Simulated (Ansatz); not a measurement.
ZnS (Wurtzite-4H):

```
Zn S
1.0
     3.82270    0.00000    0.00000
    -1.91135    3.31056    0.00000
     0.00000    0.00000   12.52000
Zn S
4 4
Direct
  0.66667 0.33333 0.75000
  0.33333 0.66667 0.25000
  0.00000 0.00000 0.50000
  0.00000 0.00000 0.00000
  0.66667 0.33333 0.93750
  0.33333 0.66667 0.43750
  0.00000 0.00000 0.68750
  0.00000 0.00000 0.18750
```

| Item | Value |
| --- | --- |
| Program | Ansatz 0.2.0 |
| Task | relaxation of cell and atoms |
| Functional | RPBE |
| Potentials or basis | Ansatz PAW |
| Cutoff | 420 eV (not typed: the program's choice for these potentials) |
| k mesh | 8 × 8 × 3 |
| Occupations | fermi-dirac, width 0.05 eV |
| Spin | no spin polarisation |

At the start: volume 19.81 Å³/atom.

Problem. Where does the relaxation end?

Solution. It ends after 5 steps and the volume is 20.94 Å³/atom (+5.7 %); space group P6_3mc (No. 186, to 0.05 Å).

The path:
| step | energy change (eV) | largest force (eV/Å) | volume (Å³) |
| --- | --- | --- | --- |
| 1 | 0.0000 | 0.0431 | 158.44 |
| 2 | -0.0839 | 0.0153 | 163.57 |
| 3 | -0.1009 | 0.0042 | 167.17 |
| 4 | -0.1009 | 0.0091 | 167.54 |
| 5 | -0.1053 | 0.0092 | 167.54 |

Final structure:
```
Zn S
1.0
     3.89554    0.00000    0.00000
    -1.94777    3.37364    0.00000
     0.00000    0.00000   12.74829
Zn S
4 4
Direct
  0.66667 0.33333 0.75011
  0.33333 0.66667 0.25011
  0.00000 0.00000 0.50010
  0.00000 0.00000 0.00010
  0.66667 0.33333 0.93757
  0.33333 0.66667 0.43757
  0.00000 0.00000 0.68723
  0.00000 0.00000 0.18723
```

Caveat: the plane-wave basis is chosen anew once the cell has moved, so the energies of steps on either side of that aren't comparable; the PAW data sets come from PBE, with cores solved anew for the run's functional, which leaves a small shift of forces and pressure.
